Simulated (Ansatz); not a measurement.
Crystal: BP.

```xyz
2
Lattice="0.0000 2.2690 2.2690 2.2690 0.0000 2.2690 2.2690 2.2690 0.0000" Properties=species:S:1:pos:R:3 pbc="T T T"
P     3.4035    3.4035    3.4035
B     0.0000    0.0000    0.0000
```

Program: Ansatz 0.2.0. Alike in all runs: task band structure; potentials or basis Ansatz PAW; no spin polarisation; cell as given; cutoff (eV) 420; smearing fermi-dirac 0.05 eV.

Question: Order these runs on this cell by their pressure, lowest first.
A. level PBE; k mesh 10 × 10 × 10; points for each segment of the path 14
B. level revPBE; k mesh 10 × 10 × 10; points for each segment of the path 14
C. level HSE03; k mesh 6 × 6 × 6; points for each segment of the path 4

Answer: C (-1.2 GPa), A (1.1 GPa), B (3.3 GPa).

Caveats: the PAW data sets come from PBE, with cores solved anew for the run's functional, which leaves a small shift of forces and pressure (some runs); the thresholds are loose for stress (some runs).
